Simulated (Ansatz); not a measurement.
**NbAs in Ansatz: the effect of target pressure**

Crystal: NbAs.

```xyz
4
Lattice="-1.7259 1.7259 5.8400 1.7259 -1.7259 5.8400 1.7259 1.7259 -5.8400" Properties=species:S:1:pos:R:3 pbc="T T T"
Nb    0.0000    1.7259    0.0000
Nb    0.0000    0.0000    8.7600
As    0.0000    1.7259    4.8589
As    0.0000    0.0000    1.9389
```

Alike in all runs:

| Item | Value |
| --- | --- |
| Program | Ansatz 0.2.0 |
| Task | relaxation of cell and atoms |
| Functional | PBEsol |
| Potentials or basis | all-electron LAPW, scalar-relativistic |
| Basis error allowed | 0.002 eV/atom |
| k mesh | 11 × 11 × 11 |
| Occupations | fermi-dirac, width 0.05 eV |
| Spin | no spin polarisation |

Each run relaxes the cell or the atoms first.

```csv
target pressure,relaxed volume (Å³/atom)
0 GPa,17.15
5 GPa,16.69
10 GPa,16.29
20 GPa,15.61
30 GPa,?
```

Problem. What does the run with target pressure 30 GPa give?

Solution. Relaxed volume 15.05 Å³/atom.

Worked out: In Murnaghan's law V^(-B') rises as a straight line in P. The other rows fit best with B' = 4.1, V0 = 17.15 Å³/atom and B0 = 174 GPa, which gives 15.06 Å³/atom at 30 GPa, against the run's 15.05.
